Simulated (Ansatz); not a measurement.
Pressure series in LaAlO3

Take LaAlO₃ (space group R-3c, No. 167; a = 5.3529 Å, c = 13.0480 Å (hexagonal axes)) as the base.

Cell and atoms are relaxed at each pressure.

Calculations: Ansatz (a program for electronic structure) PBEsol, no SOC, earlier PAW set.

| change | width of the top valence band | shortest interatomic distance |
|---|---|---|
| base | 0.53 eV | 1.899 Å |
| pressure −2 GPa | 0.53 eV | 1.907 Å |
| pressure −1 GPa | 0.53 eV | 1.903 Å |
| pressure 1.8 GPa | 0.52 eV | 1.893 Å |
| pressure 4.2 GPa | 0.53 eV | 1.884 Å |
| pressure 9 GPa | 0.55 eV | 1.869 Å |
| pressure 18 GPa | 0.61 eV | 1.844 Å |
| pressure 30 GPa | 0.68 eV | 1.816 Å |
| pressure 45 GPa | – | 1.790 Å |
| pressure 60 GPa | – | 1.769 Å |

The levels and masses belong to the bands next to the band gap. Load acts through the strain it causes; cell and atoms are relaxed under it. No phonon test of stability was made. Competing high-pressure phases were not computed.
